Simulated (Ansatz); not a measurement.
# Ga2O3: pulling the crystal apart

The task, for Ga2O3: open the crystal across a (0 0 1) plane.

Method: DFT r2SCAN, scalar-relativistic, plane waves, PAW, in Ansatz 0.2.0.

2 further runs of the same task are left out: 2 set aside as unsound or not needed.

**1. Starting point**

It takes space group C2/m (No. 12, monoclinic). Conventional cell: a = 12.256 Å, b = 3.039 Å, c = 5.808 Å, α = 90.00°, β = 103.81°, γ = 90.00°. Around Ga (site symmetry m) lie 4 O at 1.83 to 1.87 Å. Ga (site symmetry m) has 6 O at 1.94 to 2.08 Å as nearest neighbours. O (site symmetry m) has 3 Ga at 1.83 to 1.94 Å as nearest neighbours. Around O (site symmetry m) lie 4 Ga at 1.87 to 2.08 Å. Around O (site symmetry m) lie 3 Ga at 1.84 to 1.94 Å.

As a file:

```cif
data_structure
_symmetry_space_group_name_H-M 'C2/m'
_symmetry_Int_Tables_number 12
_cell_length_a 12.2557
_cell_length_b 3.0391
_cell_length_c 5.8084
_cell_angle_alpha 90.000
_cell_angle_beta 103.806
_cell_angle_gamma 90.000
_cell_volume 210.09
loop_
_atom_site_label
_atom_site_type_symbol
_atom_site_symmetry_multiplicity
_atom_site_Wyckoff_symbol
_atom_site_fract_x
_atom_site_fract_y
_atom_site_fract_z
_atom_site_occupancy
Ga1 Ga 4 i 0.09052 0.00000 0.79479 1
Ga2 Ga 4 i 0.15873 0.50000 0.31448 1
O1 O 4 i 0.16421 0.00000 0.10916 1
O2 O 4 i 0.17334 0.00000 0.56352 1
O3 O 4 i 0.49629 0.00000 0.25624 1
```

It is built from the cell relaxed beforehand with the same method (10.50 Å³/atom).

**2. Zero of the scan**

input.yaml

```yaml
crystal:
  lattice:
    - [0.0, 3.0390611527, 0.0]
    - [-6.1278415757, 1.5195305764, -0.0025325578]
    - [-2.776770532, 0.0, 11.2799544912]
  atoms:
    - { symbol: Ga, position: [0.0905209738, 0.8189580525, 0.3973944191] }
    - { symbol: Ga, position: [0.0905209738, 0.8189580525, 0.8973944191] }
    - { symbol: Ga, position: [0.9094790262, 0.1810419475, 0.1026055809] }
    - { symbol: Ga, position: [0.9094790262, 0.1810419475, 0.6026055809] }
    - { symbol: Ga, position: [0.6587278752, 0.6825442495, 0.1572383288] }
    - { symbol: Ga, position: [0.6587278752, 0.6825442495, 0.6572383288] }
    - { symbol: Ga, position: [0.3412721248, 0.3174557505, 0.3427616712] }
    - { symbol: Ga, position: [0.3412721248, 0.3174557505, 0.8427616712] }
    - { symbol: O, position: [0.164214331, 0.6715713379, 0.0545788664] }
    - { symbol: O, position: [0.164214331, 0.6715713379, 0.5545788664] }
    - { symbol: O, position: [0.835785669, 0.3284286621, 0.4454211336] }
    - { symbol: O, position: [0.835785669, 0.3284286621, 0.9454211336] }
    - { symbol: O, position: [0.1733419983, 0.6533160033, 0.2817624134] }
    - { symbol: O, position: [0.1733419983, 0.6533160033, 0.7817624134] }
    - { symbol: O, position: [0.8266580017, 0.3466839967, 0.2182375866] }
    - { symbol: O, position: [0.8266580017, 0.3466839967, 0.7182375866] }
    - { symbol: O, position: [0.4962851429, 0.0074297143, 0.1281186805] }
    - { symbol: O, position: [0.4962851429, 0.0074297143, 0.6281186805] }
    - { symbol: O, position: [0.5037148571, 0.9925702857, 0.3718813195] }
    - { symbol: O, position: [0.5037148571, 0.9925702857, 0.8718813195] }
basis:
  ecutwfc: 500
kpoints:
  mp_grid: { grid: [8, 4, 2] }
hamiltonian:
  xc: r2scan
scf:
  occupations: { method: gaussian, width: 0.05 }
output:
  forces: true
  stress: true
  eigenvalues: true
  write_density: true
  write_potential: true
  elf: true
  volumetric_format: npy
```

Started as:

```sh
$ ansatz run input.yaml --threads 2 --pin off --max-ram 5120MiB --backend cpu --events-out ev --progress --plain --runs-dir out
```

The session goes on with these runs: d = 1.00 Å; At d = 3.00 Å; d = 0.50 Å; At d = 2.00 Å; point d = 6.00 Å; point d = -0.30 Å; At d = 0.25 Å; d = 1.50 Å; At d = 4.50 Å; point d = 0.75 Å; At d = -0.15 Å.

What does the calculation give? Wanted: largest traction sampled.

As calculated:

| quantity | value |
| --- | --- |
| energy at d = 6.00 Å | 5.81 J/m² |
| largest traction sampled | 44.9 GPa at d = 0.50 Å |

At the widest gap the traction has died away, so 5.81 J/m² is the unrelaxed work of separation, the sum of the two faces' energies. The traction peaks at 44.9 GPa near 0.50 Å, an estimate of the ideal strength of rigid blocks on this coarse sampling. The gap on the mesh stays between 0.20 and 3.09 eV. Layers here are held mostly by dispersion, which this level lacks, so their spacing and the stiffness across them are unreliable there.
